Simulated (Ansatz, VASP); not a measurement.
**CdS (Greenockite): VASP beside Ansatz**

The input INCAR:

```
  PREC = Accurate
  ENCUT = 520
  EDIFF = 1E-7
  ISMEAR = -1
  SIGMA = 0.05
  LREAL = False
  LASPH = True
  NELM = 100
  ALGO = Normal
  ISIF = 2
  LWAVE = False
  LCHARG = False
  GGA = PE
  NBANDS = 26
```

Contents of KPOINTS:

```
Automatic mesh
0
Gamma
  7 7 4
```

File POSCAR:

```
CdS
1.0
    4.2046115259      0.0000000000      0.0000000000
   -2.1023057629      3.6413003944      0.0000000000
    0.0000000000      0.0000000000      6.8256549035
Cd S
2 2
Direct
    0.6666666667      0.3333333333      0.5000000000
    0.3333333333      0.6666666667      0.0000000000
    0.6666666667      0.3333333333      0.8750000000
    0.3333333333      0.6666666667      0.3750000000
```

File input.yaml:

```yaml
crystal:
  lattice:
    - [4.2046115259, 0.0, 0.0]
    - [-2.1023057629, 3.6413003944, 0.0]
    - [0.0, 0.0, 6.8256549035]
  atoms:
    - { symbol: Cd, position: [0.6666666667, 0.3333333333, 0.5] }
    - { symbol: Cd, position: [0.3333333333, 0.6666666667, 0.0] }
    - { symbol: S, position: [0.6666666667, 0.3333333333, 0.875] }
    - { symbol: S, position: [0.3333333333, 0.6666666667, 0.375] }
hamiltonian:
  xc: pbe
  pseudopotentials: { kind: paw }
kpoints:
  mp_grid: { grid: [7, 7, 4] }
scf:
  occupations: { method: fermi_dirac, width: 0.05 }
output:
  forces: true
  stress: true
  eigenvalues: true
  write_density: true
  write_potential: true
  elf: true
  volumetric_format: npy
```

Change from the starting cell: volume scaled by 1.04.

Alike in both runs: task single point; functional PBE; k mesh 7 × 7 × 4; occupations fermi-dirac, width 0.05 eV; no spin polarisation.

|  | VASP | Ansatz |
| --- | --- | --- |
| version | VASP 6.6.1 | Ansatz 0.2.0 |
| potentials or method | VASP PAW PBE potentials, release 64 (Cd, S) | Ansatz PAW |
| plane-wave cutoff (eV) | 520 | 420 |
| valence electrons in the cell | 36 | 52 |

|  | VASP | Ansatz | Ansatz less VASP |
| --- | --- | --- | --- |
| gap on the k mesh at the Fermi level (eV) | 1.10 | 1.10 | -0.001 |
| least direct gap on the mesh (eV) | 1.10 | 1.10 | -0.001 |
| pressure (GPa) | 0.1 | -0.2 | -0.29 |
| largest component of the traceless stress (GPa) | 0.36 | 0.34 | -0.012 |
| rms of the force components (eV/Å) | 0.035 | 0.035 | -0.0007 |

Atom by atom the forces differ by 0.001 eV/Å (rms over components). The two sets of potentials don't hold the same shells in valence.

Caveats: odd divisions of the mesh miss points on the zone boundary, where band edges often lie, so the gap on the mesh can be too wide (Ansatz).
